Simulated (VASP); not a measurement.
# Be (I4/mmm) in VASP: a series of runs, part 2 of 2

VASP 6.6.1. Earlier steps stand in the parts before.

## (4) Single point, PBEsol (strain +0.015 along x and y, +0.000 along z, atoms carried along)

Contents of INCAR:

```
SYSTEM = Be
ALGO = Normal ; EDIFF = 1E-6
ENCUT = 520 ; GGA = PS
ISIF = 2 ; ISMEAR = 0
LASPH = .True. ; LCHARG = .True.
LELF = .True. ; LREAL = .False.
LVHAR = .True. ; LWAVE = .False.
NBANDS = 7 ; NELM = 80
PREC = Accurate ; SIGMA = 0.15
```

Contents of KPOINTS:

```
k-points
0
Gamma
  26 26 26
  0 0 0
```

Contents of POSCAR:

```
Be
1.0
   -1.2719177656      1.2719177656      1.2531209513
    1.2719177656     -1.2719177656      1.2531209513
    1.2719177656      1.2719177656     -1.2531209513
Be
1
Direct
    0.0000000000      0.0000000000      0.0000000000
```

Potentials or basis: VASP PAW PBE potentials, release 64 (Be).

The run is started by

```sh
cat potpaw_PBE.64/Be/POTCAR > POTCAR
mpirun -np 1 vasp_std > vasp.out
```

OUTCAR:

```text
SYSTEM = Be
   EDIFF = 1E-6
   ENCUT = 520
   GGA = PS
   ISIF = 2
   ISMEAR = 0
   LASPH = .True.
   LREAL = .False.
   NELM = 80
   PREC = Accurate

 ion  position               nearest neighbor table
   1  0.000  0.000  0.000-

  LATTYP: Found a body centered tetragonal cell.
 ALAT       =     2.5438355312
 C/A-ratio  =     0.9852216749

  Lattice vectors:

 A1 = (  -1.2719177656,   1.2719177656,   1.2531209513)
 A2 = (   1.2719177656,  -1.2719177656,   1.2531209513)
 A3 = (   1.2719177656,   1.2719177656,  -1.2531209513)

Analysis of symmetry for initial positions (statically):
=====================================================================
 Subroutine PRICEL returns:
 Original cell was already a primitive cell.

 Routine SETGRP: Setting up the symmetry group for a
 body centered tetragonal supercell.

 Subroutine GETGRP returns: Found 16 space group operations
 (whereof 16 operations were pure point group operations)
 out of a pool of 16 trial point group operations.

The static configuration has the point symmetry D_4h.

Analysis of symmetry for dynamics (positions and initial velocities):
=====================================================================
 Subroutine PRICEL returns:
 Original cell was already a primitive cell.

 Routine SETGRP: Setting up the symmetry group for a
 body centered tetragonal supercell.

 Subroutine GETGRP returns: Found 16 space group operations
 (whereof 16 operations were pure point group operations)
 out of a pool of 16 trial point group operations.

The dynamic configuration has the point symmetry D_4h.

 Subroutine INISYM returns: Found 16 space group operations
 (whereof 16 operations are pure point group operations),
 and found     1 'primitive' translations

----------------------------------------------------------------------------------------

                                     Primitive cell

  volume of cell :       8.1091

  direct lattice vectors                    reciprocal lattice vectors
    -1.271917766  1.271917766  1.253120951     0.000000000  0.393107175  0.399003783
     1.271917766 -1.271917766  1.253120951     0.393107175  0.000000000  0.399003783
     1.271917766  1.271917766 -1.253120951     0.393107175  0.393107175  0.000000000

  length of vectors
     2.192227571  2.192227571  2.192227571     0.560122549  0.560122549  0.555937499

  position of ions in fractional coordinates (direct lattice)
     0.000000000  0.000000000  0.000000000

  ion indices of the primitive-cell ions
   primitive index   ion index
                 1           1

----------------------------------------------------------------------------------------

 KPOINTS: k-points

Automatic generation of k-mesh.
 Grid dimensions read from file:
 generate k-points for:   26   26   26

 Generating k-lattice:

  Cartesian coordinates                     Fractional coordinates (reciprocal lattice)
     0.000000000  0.015119507  0.015346299     0.038461538  0.000000000  0.000000000
     0.015119507  0.000000000  0.015346299     0.000000000  0.038461538  0.000000000
     0.015119507  0.015119507  0.000000000     0.000000000  0.000000000  0.038461538

  Length of vectors
     0.021543175  0.021543175  0.021382211

  Shift w.r.t. Gamma in fractional coordinates (k-lattice)
     0.000000000  0.000000000  0.000000000

 Subroutine IBZKPT returns following result:
 ===========================================

 Found   1330 irreducible k-points:

 Following reciprocal coordinates:
            Coordinates               Weight
  0.000000  0.000000  0.000000      1.000000
  0.038462  0.000000  0.000000      8.000000
  0.076923  0.000000  0.000000      8.000000
  0.115385  0.000000 -0.000000      8.000000
  0.153846  0.000000 -0.000000      8.000000
  0.192308  0.000000 -0.000000      8.000000
[... 16 lines left out ...]
  0.346154  0.038462 -0.000000     16.000000
  0.384615  0.038462 -0.000000     16.000000
 [... further k-points ...]
   k-points           NKPTS =   1330   k-points in BZ     NKDIM =   1330   number of bands    NBANDS=      7
   number of dos      NEDOS =    301   number of ions     NIONS =      1
   total plane-waves  NPLWV =   4096
   dimension x,y,z NGX =    16 NGY =   16 NGZ =   16
   dimension x,y,z NGXF=    32 NGYF=   32 NGZF=   32
   ions per type =               1
   NGX,Y,Z   is equivalent  to a cutoff of  12.13, 12.13, 12.13 a.u.
   NGXF,Y,Z  is equivalent  to a cutoff of  24.27, 24.27, 24.27 a.u.
 SYSTEM =  Be
   PREC   = accura    normal or accurate (medium, high low for compatibility)
   ISTART =      0    job   : 0-new  1-cont  2-samecut
   ICHARG =      2    charge: 1-file 2-atom 10-const
   ISPIN  =      1    spin polarized calculation?
   LNONCOLLINEAR =      F non collinear calculations
   LSORBIT =      F    spin-orbit coupling
   LASPH  =      T    aspherical Exc in radial PAW
   ENCUT  =  520.0 eV  38.22 Ry    6.18 a.u.   4.08  4.08  4.08*2*pi/ulx,y,z
   NELM   =     80;   NELMIN=  2; NELMDL= -5     # of ELM steps
   EDIFF  = 0.1E-05   stopping-criterion for ELM
   LREAL  =      F    real-space projection
[... 7 lines left out ...]
   TEBEG  =    0.0;   TEEND  =   0.0 temperature during run
   PSTRESS=    0.0 pullay stress
   NELECT =       2.0000    total number of electrons
   NUPDOWN=      -1.0000    fix difference up-down
   EMIN   =  10.00;   EMAX   =-10.00  energy-range for DOS
   EFERMI =   0.00;   METHOD = LEGACY
   ISMEAR =     0;   SIGMA  =   0.15  broadening in eV -4-tet -1-fermi 0-gaus
   EFERMI_NEDOS =   21; number of points for ismear=-14 and -15
   IALGO  =     38    algorithm
   IMIX   =      4    mixing-type and parameters
     AMIX     =   0.40;   BMIX     =  1.00
     AMIX_MAG =   1.60;   BMIX_MAG =  1.00
  volume/ion in A,a.u.               =       8.11        54.72
  Fermi-wavevector in a.u.,A,eV,Ry     =   1.026663  1.940111 14.341036  1.054036
  Thomas-Fermi vector in A             =   2.160567
   LORBIT       =      0    0 simple, 1 ext, 2 COOP (PROOUT), +10 PAW based schemes
   GGA     = PS    functional components
   LHFCALC =     F    Hartree Fock is set to
   AEXX    =    0.0000 exact exchange contribution
   IVDW    =     0    specifies the selected vdW correction
   LEPSILON=     F    determine dielectric tensor
   LRPA    =     F    only Hartree local field effects (RPA)
 non-spin polarized calculation
 Gauss-broadening in eV      SIGMA  =   0.15
  energy-cutoff  :      520.00
  volume of cell :        8.11
 maximum number of plane-waves:       236
   NGX =  9   NGY =  9   NGZ =  9

 number of electron       2.0000000 magnetization

 Free energy of the ion-electron system (eV)
  ---------------------------------------------------
  ext. energy  EPLUGINS =         0.00000000
  ---------------------------------------------------
  free energy    TOTEN  =        -3.89605034 eV

  energy without entropy =       -3.89510463  energy(sigma->0) =       -3.89557749

 E-fermi :   7.6492     XC(G=0): -10.5308

 val. band max:        7.6357472200   @ k =   0.3462   0.2692  -0.0000
 cond. band min:       7.6596653521   @ k =   0.3077   0.2692   0.1538
 fundamental gap:      0.0239181321
 Fermi energy:         7.6491898985

 k-point     1 :       0.0000    0.0000    0.0000
  band No.  band energies     occupation
      1      -4.3947      2.00000
      2      26.4919      0.00000
      3      26.4919      0.00000
      4      26.6213      0.00000
      5      37.3498      0.00000
      6      38.0029      0.00000
      7      38.0029      0.00000

 k-point     2 :       0.0385    0.0000    0.0000
  band No.  band energies     occupation
      1      -4.3432      2.00000
      2      26.2783      0.00000
      3      26.3018      0.00000
      4      26.5108      0.00000
      5      36.8999      0.00000
      6      37.2007      0.00000
      7      38.0774      0.00000
[... 201 lines left out ...]
 k-point    23 :       0.3462    0.0385   -0.0000
  band No.  band energies     occupation
      1       0.2105      2.00000
      2      11.9027      0.00000
      3      20.0919      0.00000
      4      22.7529      0.00000
      5      28.8920      0.00000
      6      32.7503      0.00000
      7      40.7476      0.00000

 k-point    24 :       0.3846    0.0385   -0.0000
  band No.  band energies     occupation
      1       1.1190      2.00000
      2      10.2871      0.00000
      3      19.7268      0.00000
      4      22.4615      0.00000
      5      28.5081      0.00000
      6      32.9563      0.00000
      7      41.6651      0.00000

 [... further k-points ...]

------------------------ aborting loop because EDIFF is reached ----------------------------------------

  FORCE on cell =-STRESS in cart. coord.  units (eV):
  Direction    XX          YY          ZZ          XY          YZ          ZX
  --------------------------------------------------------------------------------------
  -------------------------------------------------------------------------------------
  Total       -0.2827161     -0.2827161     -0.1918956      0.0000000      0.0000000      0.0000000
  in kB      -55.8585941    -55.8585941    -37.9144274      0.0000000      0.0000000      0.0000000
  external PRESSURE =     -49.8772052 kB  Pullay stress =       0.0000000 kB

 VOLUME and BASIS-vectors are now :
 -----------------------------------------------------------------------------
  energy-cutoff  :      520.00
  volume of cell :        8.11
      direct lattice vectors                 reciprocal lattice vectors
    -1.271917766  1.271917766  1.253120951     0.000000000  0.393107175  0.399003783
     1.271917766 -1.271917766  1.253120951     0.393107175  0.000000000  0.399003783
     1.271917766  1.271917766 -1.253120951     0.393107175  0.393107175  0.000000000

 POSITION                                       TOTAL-FORCE (eV/Angst)
 -----------------------------------------------------------------------------------
      0.00000      0.00000      0.00000         0.000000      0.000000      0.000000
 -----------------------------------------------------------------------------------
    total drift:                               -0.000000     -0.000000      0.000000

  FREE ENERGIE OF THE ION-ELECTRON SYSTEM (eV)
  ---------------------------------------------------
  free  energy   TOTEN  =        -3.8960503361 eV

  energy  without entropy=       -3.8951046345  energy(sigma->0) =       -3.89557749
```

OSZICAR:

```text
N       E                     dE             d eps       ncg     rms          rms(c)
DAV:   1    -0.262924120487E+01   -0.26292E+01   -0.11216E+03 19964   0.233E+02
DAV:   2    -0.390643139506E+01   -0.12772E+01   -0.12161E+01 25886   0.256E+01
DAV:   3    -0.390854317695E+01   -0.21118E-02   -0.21117E-02 21070   0.914E-01
DAV:   4    -0.390854354288E+01   -0.36593E-06   -0.36737E-06 27937   0.123E-02
DAV:   5    -0.390854354312E+01   -0.24273E-09   -0.69743E-10 21399   0.604E-05    0.784E-01
DAV:   6    -0.389967726097E+01    0.88663E-02   -0.52943E-04 20286   0.249E-01    0.477E-01
DAV:   7    -0.389605669814E+01    0.36206E-02   -0.58513E-04 19824   0.256E-01    0.161E-02
DAV:   8    -0.389604979732E+01    0.69008E-05   -0.14208E-06 22204   0.112E-02    0.297E-03
DAV:   9    -0.389605033609E+01   -0.53877E-06   -0.13944E-07 18221   0.215E-03
   1 F= -.38960503E+01 E0= -.38955775E+01  d E =-.945702E-03
```

Run time: 35 s. Hardware: 1 thread of Intel Xeon Platinum 8375C at 2.90GHz (Ice Lake), shared host; peak memory 0.17 GiB.

Results:

* Free energy: -3.8961 eV
* Pressure: -5.0 GPa
* Band gap on the k mesh: none (metal or under the smearing width)

Caveat: the PAW data sets were made with another functional, which shifts forces and pressure a little.

## (5) Single point, PBEsol (strain +0.030 along x and y, -0.015 along z, atoms carried along)

Contents of INCAR:

```
SYSTEM = Be
PREC     = Accurate       ! precision mode
ENCUT    = 520            ! plane-wave cutoff, eV
EDIFF    = 1E-7           ! SCF threshold, eV
ISMEAR   = 0              ! smearing method
SIGMA    = 0.15           ! smearing width, eV
LREAL    = .FALSE.        ! projectors in reciprocal space
LASPH    = .TRUE.         ! aspherical terms in the spheres
NELM     = 100            ! most SCF steps
ALGO     = Normal         ! electronic algorithm
ISIF     = 2              ! what is computed and relaxed
LWAVE    = .FALSE.        ! write WAVECAR
LCHARG   = .FALSE.        ! write CHGCAR
GGA      = PS             ! functional
NBANDS   = 7              ! bands
```

Contents of KPOINTS:

```
Automatic mesh
0
G
  26 26 26
  0 0 0
```

Contents of POSCAR:

```
Be
1.0
   -1.2907145798      1.2907145798      1.2343241370
    1.2907145798     -1.2907145798      1.2343241370
    1.2907145798      1.2907145798     -1.2343241370
Be
1
Direct
    0.0000000000      0.0000000000      0.0000000000
```

Potentials or basis: VASP PAW PBE potentials, release 64 (Be).

The run is started by

```sh
cat potpaw_PBE.64/Be/POTCAR > POTCAR
mpirun -np 1 vasp_std > vasp.out
```

OUTCAR:

```text
SYSTEM = Be
   PREC = Accurate
   ENCUT = 520
   EDIFF = 1E-7
   ISMEAR = 0
   LREAL = .FALSE.
   LASPH = .TRUE.
   NELM = 100
   ISIF = 2
   GGA = PS

 ion  position               nearest neighbor table
   1  0.000  0.000  0.000-

  LATTYP: Found a body centered tetragonal cell.
 ALAT       =     2.5814291596
 C/A-ratio  =     0.9563106796

  Lattice vectors:

 A1 = (  -1.2907145798,   1.2907145798,   1.2343241370)
 A2 = (   1.2907145798,  -1.2907145798,   1.2343241370)
 A3 = (   1.2907145798,   1.2907145798,  -1.2343241370)

Analysis of symmetry for initial positions (statically):
=====================================================================
 Subroutine PRICEL returns:
 Original cell was already a primitive cell.

 Routine SETGRP: Setting up the symmetry group for a
 body centered tetragonal supercell.

 Subroutine GETGRP returns: Found 16 space group operations
 (whereof 16 operations were pure point group operations)
 out of a pool of 16 trial point group operations.

The static configuration has the point symmetry D_4h.

Analysis of symmetry for dynamics (positions and initial velocities):
=====================================================================
 Subroutine PRICEL returns:
 Original cell was already a primitive cell.

 Routine SETGRP: Setting up the symmetry group for a
 body centered tetragonal supercell.

 Subroutine GETGRP returns: Found 16 space group operations
 (whereof 16 operations were pure point group operations)
 out of a pool of 16 trial point group operations.

The dynamic configuration has the point symmetry D_4h.

 Subroutine INISYM returns: Found 16 space group operations
 (whereof 16 operations are pure point group operations),
 and found     1 'primitive' translations

----------------------------------------------------------------------------------------

                                     Primitive cell

  volume of cell :       8.2253
[... 108 lines left out ...]
  volume/ion in A,a.u.               =       8.23        55.51
  Fermi-wavevector in a.u.,A,eV,Ry     =   1.021806  1.930933 14.205662  1.044087
  Thomas-Fermi vector in A             =   2.155450
   LORBIT       =      0    0 simple, 1 ext, 2 COOP (PROOUT), +10 PAW based schemes
   GGA     = PS    functional components
   LHFCALC =     F    Hartree Fock is set to
   AEXX    =    0.0000 exact exchange contribution
   IVDW    =     0    specifies the selected vdW correction
   LEPSILON=     F    determine dielectric tensor
   LRPA    =     F    only Hartree local field effects (RPA)
 non-spin polarized calculation
 Gauss-broadening in eV      SIGMA  =   0.15
  energy-cutoff  :      520.00
  volume of cell :        8.23
 maximum number of plane-waves:       236
   NGX =  9   NGY =  9   NGZ =  9

 number of electron       2.0000000 magnetization

 Free energy of the ion-electron system (eV)
  ---------------------------------------------------
  ext. energy  EPLUGINS =         0.00000000
  ---------------------------------------------------
  free energy    TOTEN  =        -3.88993041 eV

  energy without entropy =       -3.88811585  energy(sigma->0) =       -3.88902313

 E-fermi :   7.5074     XC(G=0): -10.4845

 val. band max:        7.5003272042   @ k =   0.3846   0.3846  -0.0000
 cond. band min:       7.5158841636   @ k =   0.5000   0.5000   0.0769
 fundamental gap:      0.0155569593
 Fermi energy:         7.5073540432

 k-point     1 :       0.0000    0.0000    0.0000
  band No.  band energies     occupation
      1      -4.4308      2.00000
      2      26.0289      0.00000
      3      26.0289      0.00000
      4      26.4738      0.00000
      5      36.1216      0.00000
      6      38.0855      0.00000
      7      38.0855      0.00000
[... 221 lines left out ...]
 k-point    24 :       0.3846    0.0385    0.0000
  band No.  band energies     occupation
      1       1.1299      2.00000
      2      10.2607      0.00000
      3      19.2994      0.00000
      4      21.8878      0.00000
      5      27.8485      0.00000
      6      32.3378      0.00000
      7      41.1790      0.00000

 [... further k-points ...]

------------------------ aborting loop because EDIFF is reached ----------------------------------------

  FORCE on cell =-STRESS in cart. coord.  units (eV):
  Direction    XX          YY          ZZ          XY          YZ          ZX
  --------------------------------------------------------------------------------------
  -------------------------------------------------------------------------------------
  Total       -0.3484628     -0.3484628     -0.2462926      0.0000000     -0.0000000      0.0000000
  in kB      -67.8761724    -67.8761724    -47.9747129      0.0000000     -0.0000000      0.0000000
  external PRESSURE =     -61.2423525 kB  Pullay stress =       0.0000000 kB

 VOLUME and BASIS-vectors are now :
 -----------------------------------------------------------------------------
  energy-cutoff  :      520.00
  volume of cell :        8.23
      direct lattice vectors                 reciprocal lattice vectors
    -1.290714580  1.290714580  1.234324137     0.000000000  0.387382314  0.405079983
     1.290714580 -1.290714580  1.234324137     0.387382314  0.000000000  0.405079983
     1.290714580  1.290714580 -1.234324137     0.387382314  0.387382314  0.000000000

 POSITION                                       TOTAL-FORCE (eV/Angst)
 -----------------------------------------------------------------------------------
      0.00000      0.00000      0.00000         0.000000      0.000000      0.000000
 -----------------------------------------------------------------------------------
    total drift:                               -0.000000      0.000000      0.000000

  FREE ENERGIE OF THE ION-ELECTRON SYSTEM (eV)
  ---------------------------------------------------
  free  energy   TOTEN  =        -3.8899304118 eV

  energy  without entropy=       -3.8881158531  energy(sigma->0) =       -3.88902313
```

OSZICAR:

```text
N       E                     dE             d eps       ncg     rms          rms(c)
DAV:   1    -0.267628506814E+01   -0.26763E+01   -0.10992E+03 20048   0.231E+02
DAV:   2    -0.389996606365E+01   -0.12237E+01   -0.11628E+01 25963   0.248E+01
DAV:   3    -0.390199598037E+01   -0.20299E-02   -0.20263E-02 20930   0.895E-01
DAV:   4    -0.390199633790E+01   -0.35753E-06   -0.35832E-06 28217   0.121E-02
DAV:   5    -0.390199633785E+01    0.55664E-10   -0.44774E-10 21056   0.573E-05    0.773E-01
DAV:   6    -0.389346468208E+01    0.85317E-02   -0.47998E-04 20475   0.235E-01    0.470E-01
DAV:   7    -0.388993602603E+01    0.35287E-02   -0.54141E-04 19915   0.243E-01    0.157E-02
DAV:   8    -0.388992988822E+01    0.61378E-05   -0.12875E-06 22358   0.105E-02    0.280E-03
DAV:   9    -0.388993043176E+01   -0.54354E-06   -0.13371E-07 23156   0.213E-03    0.924E-05
DAV:  10    -0.388993041178E+01    0.19981E-07   -0.16663E-10 13251   0.122E-04
   1 F= -.38899304E+01 E0= -.38890231E+01  d E =-.181456E-02
```

Run time: 20 s. Hardware: 1 thread of Intel Xeon Platinum 8375C at 2.90GHz (Ice Lake), shared host; peak memory 0.17 GiB.

Results:

```
Free energy            : -3.8899 eV
Pressure               : -6.1 GPa
Band gap on the k mesh : none (metal or under the smearing width)
```

Caveat: the PAW data sets were made with another functional, which shifts forces and pressure a little.

## (6) Summary

```csv
cell,gap on the mesh (eV),pressure (GPa)
"strain -0.015 along x and y, +0.000 along z, atoms carried along",none,2.2
"strain -0.015 along x and y, -0.015 along z, atoms carried along",none,4.2
"strain +0.015 along x and y, +0.000 along z, atoms carried along",none,-5.0
"strain +0.030 along x and y, -0.015 along z, atoms carried along",none,-6.1
```

Alike in all rows: task single point; level PBEsol; potentials or basis VASP PAW PBE potentials, release 64 (Be); no spin polarisation; k mesh 26 × 26 × 26; cutoff (eV) 520; smearing gaussian 0.15 eV.

Caveats: the PAW data sets were made with another functional, which shifts forces and pressure a little.

Total energies depend on the potentials used, so only differences within one code and one set of settings carry meaning.
